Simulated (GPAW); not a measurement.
The system is Hf.

```
Hf
1.0
     2.91381    0.00000    0.00000
     0.00000    2.91381    0.00000
     0.00000    0.00000    2.91381
Hf
1
Direct
  0.50000 0.50000 0.50000
```

The cell was built by a generator and needn't be a form met in nature.

```yaml
Program: GPAW 26.7.0
Task: relaxation of cell and atoms
Functional: revPBE
Potentials_or_basis: the program's PAW data sets (release 1.2.1) made for this functional
Cutoff: 600 eV
Basis: pw
k_mesh: 9 × 9 × 9
Occupations: fermi-dirac, width 0.05 eV
Spin: no spin polarisation
```

At the start: pressure 2.3 GPa; volume 24.74 Å³/atom.

Q: How do energy, volume and symmetry change on relaxing?

A: Over 3 steps the energy falls by 5.4 meV/atom and the volume is 25.49 Å³/atom (+3.0 %); space group Pm-3m (No. 221, to 0.05 Å).

The path:
```tsv
step	energy change (eV)	largest force (eV/Å)	pressure (GPa)	volume (Å³)
1	0.0000	0.0000	2.30	24.74
2	-0.0041	0.0000	1.10	25.12
3	-0.0054	0.0000	0.01	25.49
```

Final structure:
```cif
data_structure
_symmetry_space_group_name_H-M 'P 1'
_symmetry_Int_Tables_number 1
_cell_length_a 2.9428
_cell_length_b 2.9428
_cell_length_c 2.9428
_cell_angle_alpha 90.000
_cell_angle_beta 90.000
_cell_angle_gamma 90.000
_cell_volume 25.49
loop_
_atom_site_label
_atom_site_type_symbol
_atom_site_fract_x
_atom_site_fract_y
_atom_site_fract_z
_atom_site_occupancy
Hf1 Hf 0.50000 0.50000 0.50000 1
```

Caveat: later steps reuse the first step's grids.
